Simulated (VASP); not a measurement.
# Sr8Ti8O23 (a cell with a defect) in VASP: settings compared

Aim: see how the results for Sr8Ti8O23 (a cell with a defect) move with the level of theory and the settings. Levels: PBE, HSE06. Tasks: relaxation of the atoms, single point.

Program: VASP 6.6.1. These are calculated values, not measurements. Logs are shortened: lines on timing, memory, paths and dates and some standing lists are left out, and cuts for length are marked.

## Step 1: Starting point

The cell holds a defect, 39 atoms: a = 7.880 Å, b = 7.880 Å, c = 7.880 Å, α = 90.00°, β = 90.00°, γ = 90.00°.

## Step 2: Relaxation of the atoms, PBE, collinear spin, ferromagnetic start

INCAR

```
PREC = Normal ; ENCUT = 450
EDIFF = 1E-6 ; ISMEAR = 0
SIGMA = 0.01 ; LREAL = Auto
LASPH = True ; NELM = 150
ALGO = Normal ; ISIF = 2
LWAVE = False ; LCHARG = False
ISPIN = 2 ; MAGMOM = 0 0 0 0 0 0 0 0 0.5 0 0 0 0.5 0 0 0 0 0 0 0 0 0 0 0 0 0 0 0 0 0 0 0 0 0 0 0 0 0 0
LORBIT = 11 ; LMAXMIX = 4
GGA = PE ; IBRION = 2
NSW = 70 ; EDIFFG = -0.025
AMIX = 0.2 ; BMIX = 1E-4
AMIX_MAG = 0.8 ; BMIX_MAG = 1E-4
ICORELEVEL = 1 ; NELECT = 313.0
ISYM = 0 ; KPAR = 4
NCORE = 2
```

KPOINTS

```
regular mesh
0
Monkhorst-Pack
  2 2 2
```

POSCAR

```
Sr8Ti8O23
1.0
    7.8804100000      0.0000000000      0.0000000000
    0.0000000000     -7.8804100000      0.0000000000
    0.0000000000      0.0000000000     -7.8804100000
Sr Ti O
8 8 23
Direct
    0.2500000000      0.2500000000      0.2500000000
    0.2500000000      0.2500000000      0.7500000000
    0.2500000000      0.7500000000      0.2500000000
    0.2500000000      0.7500000000      0.7500000000
    0.7500000000      0.2500000000      0.2500000000
    0.7500000000      0.2500000000      0.7500000000
    0.7500000000      0.7500000000      0.2500000000
    0.7500000000      0.7500000000      0.7500000000
    0.0167117500      0.4868531300      0.4988814300
    0.0000000000      0.5000000000      0.0000000000
    0.0000000000      0.0000000000      0.5000000000
    0.0000000000      0.0000000000      0.0000000000
    0.5038936000      0.4898688800      0.4969593900
    0.5000000000      0.5000000000      0.0000000000
    0.5000000000      0.0000000000      0.5000000000
    0.5000000000      0.0000000000      0.0000000000
    0.2500000000      0.5000000000      0.0000000000
    0.2500000000      0.0000000000      0.5000000000
    0.2500000000      0.0000000000      0.0000000000
    0.7500000000      0.5000000000      0.5000000000
    0.7500000000      0.5000000000      0.0000000000
    0.7500000000      0.0000000000      0.5000000000
    0.7500000000      0.0000000000      0.0000000000
    0.0000000000      0.2500000000      0.5000000000
    0.0000000000      0.2500000000      0.0000000000
    0.0000000000      0.7500000000      0.5000000000
    0.0000000000      0.7500000000      0.0000000000
    0.5000000000      0.2500000000      0.5000000000
    0.5000000000      0.2500000000      0.0000000000
    0.5000000000      0.7500000000      0.5000000000
    0.5000000000      0.7500000000      0.0000000000
    0.0000000000      0.5000000000      0.2500000000
    0.0000000000      0.5000000000      0.7500000000
    0.0000000000      0.0000000000      0.2500000000
    0.0000000000      0.0000000000      0.7500000000
    0.5000000000      0.5000000000      0.2500000000
    0.5000000000      0.5000000000      0.7500000000
    0.5000000000      0.0000000000      0.2500000000
    0.5000000000      0.0000000000      0.7500000000
```

Potentials or basis: VASP PAW PBE potentials, release 64 (Sr_sv, Ti_sv, O).

On the command line:

```
cat potpaw_PBE.64/Sr_sv/POTCAR potpaw_PBE.64/Ti_sv/POTCAR potpaw_PBE.64/O/POTCAR > POTCAR
mpirun -np 8 vasp_std > vasp.out
```

OUTCAR:

```text
PREC = Normal
   ENCUT = 450
   EDIFF = 1E-6
   ISMEAR = 0
   LREAL = Auto
   LASPH = True
   NELM = 150
   ISIF = 2
   ISPIN = 2
   LORBIT = 11
   GGA = PE
   IBRION = 2
   NSW = 70
   EDIFFG = -0.025
   AMIX = 0.2
   AMIX_MAG = 0.8
   NELECT = 313.0
   ISYM = 0

 ion  position               nearest neighbor table
   1  0.250  0.250  0.250-  17 2.79  18 2.79  19 2.79  24 2.79  25 2.79  28 2.79  29 2.79  32 2.79
                            34 2.79  36 2.79  38 2.79   9 3.27  13 3.37  16 3.41  11 3.41  12 3.41
   2  0.250  0.250  0.750-  17 2.79  18 2.79  19 2.79  24 2.79  25 2.79  28 2.79  29 2.79  33 2.79
                            35 2.79  37 2.79  39 2.79   9 3.28  13 3.40  16 3.41  11 3.41  12 3.41
   3  0.250  0.750  0.250-  17 2.79  18 2.79  19 2.79  26 2.79  27 2.79  30 2.79  31 2.79  32 2.79
                            34 2.79  36 2.79  38 2.79   9 3.40  16 3.41  10 3.41  11 3.41  12 3.41
   4  0.250  0.750  0.750-  17 2.79  18 2.79  19 2.79  26 2.79  27 2.79  30 2.79  31 2.79  33 2.79
                            35 2.79  37 2.79  39 2.79   9 3.41  16 3.41  10 3.41  11 3.41  12 3.41
   5  0.750  0.250  0.250-  20 2.79  21 2.79  22 2.79  23 2.79  24 2.79  25 2.79  28 2.79  29 2.79
                            32 2.79  34 2.79  36 2.79  38 2.79  13 3.33  11 3.41  12 3.41  10 3.41
   6  0.750  0.250  0.750-  20 2.79  21 2.79  22 2.79  23 2.79  24 2.79  25 2.79  28 2.79  29 2.79
                            33 2.79  35 2.79  37 2.79  39 2.79  13 3.36  11 3.41  12 3.41  10 3.41
   7  0.750  0.750  0.250-  20 2.79  21 2.79  22 2.79  23 2.79  26 2.79  27 2.79  30 2.79  31 2.79
                            32 2.79  34 2.79  36 2.79  38 2.79  10 3.41  11 3.41  12 3.41  14 3.41
   8  0.750  0.750  0.750-  20 2.79  21 2.79  22 2.79  23 2.79  26 2.79  27 2.79  30 2.79  31 2.79
                            33 2.79  35 2.79  37 2.79  39 2.79  10 3.41  11 3.41  12 3.41  14 3.41
   9  0.017  0.487  0.499-  24 1.87  32 1.97  33 1.99  26 2.08  20 2.10   1 3.27   2 3.28   3 3.40
                             4 3.41   5 3.43   6 3.44   7 3.54   8 3.55
  10  0.000  0.500  0.000-  17 1.97  21 1.97  25 1.97  27 1.97  32 1.97  33 1.97   7 3.41   8 3.41
                             1 3.41   2 3.41   3 3.41   4 3.41   5 3.41   6 3.41
  11  0.000  0.000  0.500-  18 1.97  22 1.97  24 1.97  26 1.97  34 1.97  35 1.97   7 3.41   8 3.41
                             1 3.41   2 3.41   3 3.41   4 3.41   5 3.41   6 3.41
  12  0.000  0.000  0.000-  19 1.97  23 1.97  25 1.97  27 1.97  34 1.97  35 1.97   7 3.41   8 3.41
                             1 3.41   2 3.41   3 3.41   4 3.41   5 3.41   6 3.41
  13  0.504  0.490  0.497-  28 1.89  20 1.94  36 1.95  37 2.00  30 2.05   5 3.33   6 3.36   1 3.37
                             2 3.40   7 3.43   8 3.46   3 3.46   4 3.49
  14  0.500  0.500  0.000-  17 1.97  21 1.97  29 1.97  31 1.97  36 1.97  37 1.97   7 3.41   8 3.41
                             1 3.41   2 3.41   3 3.41   4 3.41   5 3.41   6 3.41
  15  0.500  0.000  0.500-  18 1.97  22 1.97  28 1.97  30 1.97  38 1.97  39 1.97   7 3.41   8 3.41
                             1 3.41   2 3.41   3 3.41   4 3.41   5 3.41   6 3.41
  16  0.500  0.000  0.000-  19 1.97  23 1.97  29 1.97  31 1.97  38 1.97  39 1.97   7 3.41   8 3.41
                             1 3.41   2 3.41   3 3.41   4 3.41   5 3.41   6 3.41
  17  0.250  0.500  0.000-  10 1.97  14 1.97   3 2.79   4 2.79   1 2.79   2 2.79
  18  0.250  0.000  0.500-  11 1.97  15 1.97   3 2.79   4 2.79   1 2.79   2 2.79
  19  0.250  0.000  0.000-  12 1.97  16 1.97   3 2.79   4 2.79   1 2.79   2 2.79
  20  0.750  0.500  0.500-  13 1.94   9 2.10   7 2.79   8 2.79   5 2.79   6 2.79
  21  0.750  0.500  0.000-  10 1.97  14 1.97   7 2.79   8 2.79   5 2.79   6 2.79
  22  0.750  0.000  0.500-  11 1.97  15 1.97   7 2.79   8 2.79   5 2.79   6 2.79
[... 15 lines left out ...]
  38  0.500  0.000  0.250-  15 1.97  16 1.97   5 2.79   7 2.79   1 2.79   3 2.79
  39  0.500  0.000  0.750-  15 1.97  16 1.97   6 2.79   8 2.79   2 2.79   4 2.79

IMPORTANT INFORMATION: All symmetrisations will be switched off!
NOSYMM: (Re-)initialisation of all symmetry stuff for point group C_1.

----------------------------------------------------------------------------------------

                                     Primitive cell

  volume of cell :     489.3803

  direct lattice vectors                    reciprocal lattice vectors
     7.880410000  0.000000000  0.000000000     0.126896951  0.000000000  0.000000000
     0.000000000 -7.880410000  0.000000000     0.000000000 -0.126896951  0.000000000
     0.000000000  0.000000000 -7.880410000     0.000000000  0.000000000 -0.126896951

  length of vectors
     7.880410000  7.880410000  7.880410000     0.126896951  0.126896951  0.126896951

  position of ions in fractional coordinates (direct lattice)
     0.250000000  0.250000000  0.250000000
     0.250000000  0.250000000  0.750000000
     0.250000000  0.750000000  0.250000000
     0.250000000  0.750000000  0.750000000
     0.750000000  0.250000000  0.250000000
     0.750000000  0.250000000  0.750000000
[... 31 lines left out ...]
     0.500000000  0.000000000  0.250000000
     0.500000000  0.000000000  0.750000000

  ion indices of the primitive-cell ions
   primitive index   ion index
                 1           1
                 2           2
                 3           3
                 4           4
                 5           5
                 6           6
[... 31 lines left out ...]
                38          38
[... 94 lines left out ...]

 Free energy of the ion-electron system (eV)
  ---------------------------------------------------
  ext. energy  EPLUGINS =         0.00000000
  ---------------------------------------------------
  free energy    TOTEN  =      -315.66261128 eV

  energy without entropy =     -315.66261128  energy(sigma->0) =     -315.66261128

------------------------ aborting loop because EDIFF is reached ----------------------------------------

  FORCE on cell =-STRESS in cart. coord.  units (eV):
  Direction    XX          YY          ZZ          XY          YZ          ZX
  --------------------------------------------------------------------------------------
  -------------------------------------------------------------------------------------
  Total      -16.7452759    -10.8538140    -12.2454320     -0.0073929     -0.0189056      0.0773441
  in kB      -54.8221986    -35.5341980    -40.0902029     -0.0242034     -0.0618947      0.2532162
  external PRESSURE =     -43.4821998 kB  Pullay stress =       0.0000000 kB
[... 200 lines left out ...]
  FREE ENERGIE OF THE ION-ELECTRON SYSTEM (eV)
  ---------------------------------------------------
  free  energy   TOTEN  =      -316.6077498198 eV

  energy  without entropy=     -316.6077498198  energy(sigma->0) =     -316.60774982

[... ionic steps 4 to 30 ...]

--------------------------------------- Ionic step       31  -------------------------------------------

 number of electron     312.9999210 magnetization       1.0000004

------------------------ aborting loop because EDIFF is reached ----------------------------------------
[... 141 lines left out ...]
--------------------------------------- Ionic step       33  -------------------------------------------

 number of electron     312.9999232 magnetization       1.0000004

 Free energy of the ion-electron system (eV)
  ---------------------------------------------------
  ext. energy  EPLUGINS =         0.00000000
  ---------------------------------------------------
  free energy    TOTEN  =      -316.82726265 eV

  energy without entropy =     -316.82726265  energy(sigma->0) =     -316.82726265

 the core state eigenenergies are
   1-  1s -15923.2155  2s  -2145.7700  2p  -1905.1633  3s   -321.7525  3p   -244.1220
       3d   -116.0179
   2-  1s -15923.2009  2s  -2145.7556  2p  -1905.1488  3s   -321.7393  3p   -244.1088
       3d   -116.0048
   3-  1s -15923.1906  2s  -2145.7455  2p  -1905.1387  3s   -321.7297  3p   -244.0993
       3d   -115.9952
   4-  1s -15923.2073  2s  -2145.7621  2p  -1905.1553  3s   -321.7463  3p   -244.1158
       3d   -116.0117
   5-  1s -15923.4371  2s  -2145.9890  2p  -1905.3827  3s   -321.9658  3p   -244.3352
       3d   -116.2313
   6-  1s -15923.4423  2s  -2145.9943  2p  -1905.3880  3s   -321.9700  3p   -244.3394
       3d   -116.2355
   7-  1s -15923.4342  2s  -2145.9865  2p  -1905.3801  3s   -321.9625  3p   -244.3320
       3d   -116.2280
   8-  1s -15923.4087  2s  -2145.9615  2p  -1905.3552  3s   -321.9378  3p   -244.3073
       3d   -116.2034
   9-  1s  -4858.2872  2s   -527.3082  2p   -434.5615
[... 28 lines left out ...]
  38-  1s   -500.2346
  39-  1s   -500.2352

 E-fermi :   5.8870     XC(G=0): -10.9940

 val. band max:        5.8095384628   @ k =  -0.2500  -0.2500   0.2500
 cond. band min:       6.2330288281   @ k =   0.2500  -0.2500   0.2500
 fundamental gap:      0.4234903653
 Fermi energy:         5.8869565404

 spin component 1

 k-point     1 :       0.2500    0.2500    0.2500
  band No.  band energies     occupation
      1     -52.6730      1.00000
      2     -52.6685      1.00000
      3     -52.6571      1.00000
      4     -52.6550      1.00000
      5     -52.6543      1.00000
      6     -52.6540      1.00000
[... 673 lines left out ...]
    167       7.3200      0.00000
    168       7.3323      0.00000
 Fermi energy:         5.8869565404

 spin component 2

 k-point     1 :       0.2500    0.2500    0.2500
  band No.  band energies     occupation
      1     -52.6706      1.00000
      2     -52.6661      1.00000
      3     -52.6218      1.00000
      4     -52.6192      1.00000
      5     -52.6183      1.00000
      6     -52.6178      1.00000
[... 673 lines left out ...]
    167       7.3455      0.00000
    168       7.3553      0.00000
 [bands above 168 left out]

------------------------ aborting loop because EDIFF is reached ----------------------------------------

  FORCE on cell =-STRESS in cart. coord.  units (eV):
  Direction    XX          YY          ZZ          XY          YZ          ZX
  --------------------------------------------------------------------------------------
  -------------------------------------------------------------------------------------
  Total      -11.0100167     -8.6045785     -8.9339938      0.0237478      0.3218226      0.0159990
  in kB      -36.0455886    -28.1704473    -29.2489170      0.0777478      1.0536118      0.0523791
  external PRESSURE =     -31.1549843 kB  Pullay stress =       0.0000000 kB
[... 54 lines left out ...]
  FREE ENERGIE OF THE ION-ELECTRON SYSTEM (eV)
  ---------------------------------------------------
  free  energy   TOTEN  =      -316.8272626462 eV

  energy  without entropy=     -316.8272626462  energy(sigma->0) =     -316.82726265

 reached required accuracy - stopping structural energy minimisation

 total charge

# of ion       s       p       d       tot
------------------------------------------
    1        1.998   5.789   0.193   7.979
    2        1.998   5.789   0.195   7.982
    3        1.998   5.790   0.195   7.983
    4        1.998   5.790   0.195   7.983
    5        1.997   5.785   0.188   7.970
    6        1.996   5.786   0.185   7.967
[... 31 lines left out ...]
   38        1.573   3.481   0.000   5.054
   39        1.573   3.481   0.000   5.054
--------------------------------------------------
tot         69.952 176.559  15.578 262.089

 magnetization (x)

# of ion       s       p       d       tot
------------------------------------------
    1        0.001   0.002   0.004   0.007
    2        0.001   0.002   0.006   0.009
    3        0.001   0.002   0.006   0.008
    4        0.001   0.002   0.006   0.009
    5        0.000   0.000   0.001   0.001
    6        0.000   0.000   0.000   0.001
[... 31 lines left out ...]
   38       -0.000  -0.001   0.000  -0.001
   39       -0.000  -0.001   0.000  -0.001
--------------------------------------------------
tot          0.026   0.037   0.508   0.571
```

It took 19 min on 8 MPI ranks of Intel Xeon 6975P-C (Granite Rapids), shared host; peak memory 0.41 GiB.

What came out:

| Quantity | Value |
| --- | --- |
| Free energy | -316.8273 eV |
| Energy gained by relaxing | 29.9 meV/atom |
| Ionic steps | 33 |
| Largest force after relaxing | 0.025 eV/Å |
| Net moment | 1.00 μB per cell |
| Site moments | Sr +0.01, +0.00; Ti +0.20, +0.04, +0.00, +0.19, +0.03; O +0.01, +0.00, -0.00, -0.01 μB |
| Valence electrons inside the program's atomic spheres | Sr 7.98, 7.97; Ti 10.34, 10.24, 10.26; O 5.06, 5.07, 5.04, 5.05 |

Forces on the atoms (eV/Å):
```
Sr  -0.001  0.011 -0.003
Sr  -0.001  0.002 -0.003
Sr   0.002  0.007  0.004
Sr   0.000  0.003 -0.004
Sr   0.001  0.008  0.008
Sr   0.002  0.010 -0.019
Sr   0.001  0.002 -0.005
Sr   0.001  0.000 -0.001
Ti  -0.017 -0.017 -0.003
Ti   0.000  0.003  0.001
Ti   0.001 -0.007  0.006
Ti   0.000 -0.024 -0.001
Ti  -0.005 -0.009  0.007
Ti  -0.001 -0.013  0.014
Ti   0.001 -0.012  0.001
Ti  -0.003 -0.008  0.005
O   -0.003 -0.004 -0.010
O   -0.007  0.017 -0.007
O   -0.014  0.006 -0.001
O    0.007 -0.017 -0.017
O    0.013  0.006  0.013
O    0.010  0.006  0.000
O    0.011 -0.004 -0.003
O   -0.009 -0.006  0.007
O    0.006  0.013  0.000
O    0.013  0.001  0.005
O   -0.006 -0.001  0.002
O    0.013 -0.010  0.003
O   -0.005  0.006 -0.001
O   -0.014 -0.009  0.001
O    0.004  0.003  0.000
O   -0.007  0.002 -0.001
O    0.013  0.004 -0.003
O    0.003  0.003  0.008
O   -0.006  0.006 -0.007
O    0.003  0.006  0.006
O   -0.009  0.005 -0.005
O   -0.003  0.004  0.000
O    0.005  0.007  0.000
```

The path:
| step | energy change (eV) | largest force (eV/Å) | pressure (GPa) |
| --- | --- | --- | --- |
| 1 | 0.0000 | 4.0663 | -4.35 |
| 2 | -0.8768 | 1.9814 | -3.33 |
| 3 | -0.9451 | 0.8122 | -3.65 |
| 4 | -1.0561 | 0.4340 | -3.65 |
| 5 | -1.0637 | 0.5100 | -3.60 |
| 6 | -1.1073 | 0.2738 | -3.69 |
| 7 | -1.1111 | 0.2447 | -3.71 |
| 8 | -1.1216 | 0.1399 | -3.72 |
| 9 | -1.1219 | 0.1665 | -3.73 |
| 10 | -1.1293 | 0.1285 | -3.70 |
| 11 | -1.1300 | 0.1518 | -3.69 |
| 12 | -1.1351 | 0.0855 | -3.66 |
| 13 | -1.1366 | 0.1095 | -3.63 |
| 14 | -1.1395 | 0.0935 | -3.58 |
| 15 | -1.1395 | 0.0969 | -3.58 |
| 16 | -1.1429 | 0.0794 | -3.52 |
| 17 | -1.1456 | 0.1766 | -3.36 |
| 18 | -1.1481 | 0.1378 | -3.30 |
| 19 | -1.1487 | 0.1765 | -3.10 |
| 20 | -1.1498 | 0.1527 | -3.20 |
| 21 | -1.1525 | 0.1082 | -3.20 |
| 22 | -1.1559 | 0.1195 | -3.18 |
| 23 | -1.1581 | 0.0597 | -3.18 |
| 24 | -1.1584 | 0.0835 | -3.17 |
| 25 | -1.1598 | 0.0507 | -3.16 |
| 26 | -1.1600 | 0.0703 | -3.15 |
| 27 | -1.1613 | 0.0349 | -3.14 |
| 28 | -1.1617 | 0.0611 | -3.13 |
| 29 | -1.1628 | 0.0339 | -3.13 |
| 30 | -1.1632 | 0.0570 | -3.12 |
| 31 | -1.1639 | 0.0309 | -3.12 |
| 32 | -1.1641 | 0.0345 | -3.12 |
| 33 | -1.1647 | 0.0250 | -3.12 |

Final structure:
```yaml
crystal:
  lattice:
    - [7.88041, 0.00000, 0.00000]
    - [0.00000, -7.88041, 0.00000]
    - [0.00000, 0.00000, -7.88041]
  atoms:
    - { symbol: Sr, position: [0.25060, 0.24121, 0.24167] }
    - { symbol: Sr, position: [0.25069, 0.24011, 0.75234] }
    - { symbol: Sr, position: [0.25060, 0.75178, 0.24105] }
    - { symbol: Sr, position: [0.25069, 0.75198, 0.75295] }
    - { symbol: Sr, position: [0.75058, 0.23915, 0.23998] }
    - { symbol: Sr, position: [0.75058, 0.23957, 0.75126] }
    - { symbol: Sr, position: [0.75053, 0.75119, 0.24025] }
    - { symbol: Sr, position: [0.75053, 0.75102, 0.75195] }
    - { symbol: Ti, position: [0.98886, 0.49348, 0.49416] }
    - { symbol: Ti, position: [0.00334, 0.49532, 0.99216] }
    - { symbol: Ti, position: [0.00358, 0.99120, 0.49645] }
    - { symbol: Ti, position: [0.00032, 0.99508, 0.99626] }
    - { symbol: Ti, position: [0.51257, 0.49366, 0.49456] }
    - { symbol: Ti, position: [0.49794, 0.49522, 0.99262] }
    - { symbol: Ti, position: [0.49786, 0.99129, 0.49632] }
    - { symbol: Ti, position: [0.50102, 0.99515, 0.99624] }
    - { symbol: O, position: [0.25047, 0.50229, 0.00507] }
    - { symbol: O, position: [0.25052, 0.00674, 0.50167] }
    - { symbol: O, position: [0.25044, 0.00005, 0.00060] }
    - { symbol: O, position: [0.75052, 0.51189, 0.51022] }
    - { symbol: O, position: [0.75026, 0.50068, 0.00202] }
    - { symbol: O, position: [0.75031, 0.99941, 0.50123] }
    - { symbol: O, position: [0.75036, 0.00185, 0.00152] }
    - { symbol: O, position: [0.01028, 0.25746, 0.50329] }
    - { symbol: O, position: [0.99983, 0.25160, 0.00192] }
    - { symbol: O, position: [0.01566, 0.74964, 0.50260] }
    - { symbol: O, position: [0.99829, 0.75160, 0.00213] }
    - { symbol: O, position: [0.49067, 0.25755, 0.50331] }
    - { symbol: O, position: [0.50094, 0.25161, 0.00186] }
    - { symbol: O, position: [0.48549, 0.74959, 0.50248] }
    - { symbol: O, position: [0.50259, 0.75172, 0.00230] }
    - { symbol: O, position: [0.01195, 0.50251, 0.25803] }
    - { symbol: O, position: [0.01347, 0.50233, 0.75013] }
    - { symbol: O, position: [0.99937, 0.00170, 0.25175] }
    - { symbol: O, position: [0.99892, 0.00144, 0.75175] }
    - { symbol: O, position: [0.48918, 0.50260, 0.25811] }
    - { symbol: O, position: [0.48739, 0.50260, 0.75009] }
    - { symbol: O, position: [0.50148, 0.00192, 0.25173] }
    - { symbol: O, position: [0.50194, 0.00153, 0.75182] }
```

Core levels (eV, on the scale of the bands):
```
atom                                                                levels
1 Sr  1s -15923.2, 2s -2145.8, 2p -1905.2, 3s -321.8, 3p -244.1, 3d -116.0
2 Sr  1s -15923.2, 2s -2145.8, 2p -1905.1, 3s -321.7, 3p -244.1, 3d -116.0
3 Sr  1s -15923.2, 2s -2145.7, 2p -1905.1, 3s -321.7, 3p -244.1, 3d -116.0
4 Sr  1s -15923.2, 2s -2145.8, 2p -1905.2, 3s -321.7, 3p -244.1, 3d -116.0
5 Sr  1s -15923.4, 2s -2146.0, 2p -1905.4, 3s -322.0, 3p -244.3, 3d -116.2
6 Sr  1s -15923.4, 2s -2146.0, 2p -1905.4, 3s -322.0, 3p -244.3, 3d -116.2
```

Caveat: the cell is charged against a uniform background, so pressure and absolute levels hang on convention; the cutoff is under 1.25 times the usual one of these potentials, so pressure, stress and relaxed cells hold a basis-set (Pulay) error.

[end of part 1 of 2]
